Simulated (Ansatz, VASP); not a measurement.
## One calculation of Pt, two programs

INCAR

```
SYSTEM = Pt
PREC = Accurate ; ENCUT = 520
EDIFF = 1E-6 ; ISMEAR = 1
SIGMA = 0.05 ; LREAL = .FALSE.
LASPH = .TRUE. ; NELM = 60
ALGO = Normal ; ISIF = 2
LWAVE = .FALSE. ; LCHARG = .FALSE.
GGA = RP ; NBANDS = 11
```

KPOINTS

```
Automatic mesh
0
G
  15 15 15
  0 0 0
```

Contents of POSCAR:

```
Pt
1.0
    0.0000000000      1.9609000000      1.9609000000
    1.9609000000      0.0000000000      1.9609000000
    1.9609000000      1.9609000000      0.0000000000
Pt
1
Direct
    0.0000000000      0.0000000000      0.0000000000
```

Input for Ansatz:

```yaml
crystal:
  lattice:
    - [0.0, 1.9609, 1.9609]
    - [1.9609, 0.0, 1.9609]
    - [1.9609, 1.9609, 0.0]
  atoms:
    - { symbol: Pt, position: [0.0, 0.0, 0.0] }
kpoints:
  mp_grid:
    grid: [15, 15, 15]
hamiltonian:
  xc: rpbe
scf:
  occupations:
    method: cold
    width: 0.05
output:
  stress: true
```

Alike in both runs: task single point; functional RPBE; k mesh 15 × 15 × 15; no spin polarisation.

|  | VASP | Ansatz |
| --- | --- | --- |
| version | VASP 6.6.1 | Ansatz 0.2.0 |
| potentials or method | VASP PAW PBE potentials, release 64 (Pt) | plane waves, PAW |
| plane-wave cutoff (eV) | 520 | 420 |
| occupations | methfessel-paxton of order 1, width 0.05 eV | cold, width 0.05 eV |
| valence electrons in the cell | 10 | 18 |

Ansatz gave:

* pressure (GPa): 14.3

Task: Estimate VASP's values.

Result: Pressure (GPa): 13.7.

The two sets of potentials don't hold the same shells in valence.

Caveats: the PAW data sets were made with another functional, which shifts forces and pressure a little (VASP). Spin-orbit coupling is left out, which matters for the levels of Pt.
